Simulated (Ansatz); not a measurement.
Runs of Ansatz 0.2.0 on BAs. It takes space group F-43m (No. 216, cubic). Conventional cell: a = 4.777 Å, b = 4.777 Å, c = 4.777 Å, α = 90.00°, β = 90.00°, γ = 90.00°. As (site symmetry -43m) is surrounded by 4 B at 2.07 Å. Around B (site symmetry -43m) lie 4 As at 2.07 Å. 

| task | level | potentials or basis | spin | cell | k mesh | cutoff (eV) | smearing | basis error allowed | gap on the mesh (eV) | pressure (GPa) |
| --- | --- | --- | --- | --- | --- | --- | --- | --- | --- | --- |
| single point | PBE | all-electron LAPW, scalar-relativistic | off | as given | 10 × 10 × 10 | 315 | gaussian 0.018 eV | 0.001 eV/atom | 1.19 | 2.7 |
| single point | PBE | all-electron LAPW, scalar-relativistic | off | as given | 7 × 7 × 7 | 287 | fermi-dirac 0.03 eV | 0.002 eV/atom | 1.21 | 2.7 |
| band structure | PBE | all-electron LAPW, relativistic spinors | SOC, no magnetisation | as given | 7 × 7 × 7 | 317 | fermi-dirac 0.05 eV | 0.001 eV/atom | (a) | 2.7 |
| single point | PBE | all-electron LAPW, scalar-relativistic | off | as given | 10 × 10 × 10 | 315 | gaussian 0.02 eV | 0.001 eV/atom | 1.19 | 2.7 |
| relaxation of cell and atoms | LDA | all-electron LAPW, scalar-relativistic | off | relaxed | 10 × 10 × 10 | - | fermi-dirac 0.05 eV | 0.001 eV/atom | 1.11 | 0.0 |
| elastic constants | PBE | all-electron LAPW, scalar-relativistic | off | as given | 7 × 7 × 7 | 339 | fermi-dirac 0.05 eV | 0.001 eV/atom | 1.21 | 2.7 |
| single point | PBE | all-electron LAPW, scalar-relativistic | off | as given | 10 × 10 × 10 | 315 | gaussian 0.013 eV | 0.001 eV/atom | 1.19 | 2.7 |

Problem. Fill in the values left out.

Solution. (a) 1.14.

Caveats: an odd mesh through Γ misses points on the zone boundary, where band edges often lie (some runs).

A k mesh can miss the band edges, and rows without SOC leave out spin-orbit coupling on As.
